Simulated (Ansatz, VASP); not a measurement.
**Zn: VASP beside Ansatz**

```xyz
3
Lattice="1.4672 0.8471 7.0908 -1.4672 0.8471 7.0908 0.0000 -1.6942 7.0908" Properties=species:S:1:pos:R:3 pbc="T T T"
Zn    0.0000    0.0000    0.0000
Zn    0.0000    0.0000    4.7272
Zn    0.0000    0.0000   16.5453
```

Alike in both runs: task single point; functional PBE; k mesh 9 × 9 × 9; occupations gaussian, width 0.1 eV; no spin polarisation.

|  | VASP | Ansatz |
| --- | --- | --- |
| version | VASP 6.6.1 | Ansatz 0.2.0 |
| potentials or method | VASP PAW PBE potentials, release 64 (Zn) | scalar-relativistic, plane waves, PAW |
| plane-wave cutoff (eV) | 520 | 420 |
| valence electrons in the cell | 36 | 36 |

|  | VASP | Ansatz | Ansatz less VASP |
| --- | --- | --- | --- |
| gap on the k mesh at the Fermi level (eV) | none | none | - |
| pressure (GPa) | -6.8 | -7.2 | -0.39 |
| largest component of the traceless stress (GPa) | 0.45 | 0.46 | +0.009 |
| rms of the force components (eV/Å) | 0.005 | 0.005 | +0.0002 |

Atom by atom the forces differ by 0.000 eV/Å (rms over components). A gap of «none» marks a metal or a gap that the smearing closes. With one functional, cell and mesh, what is left measures potentials, basis and numerics.
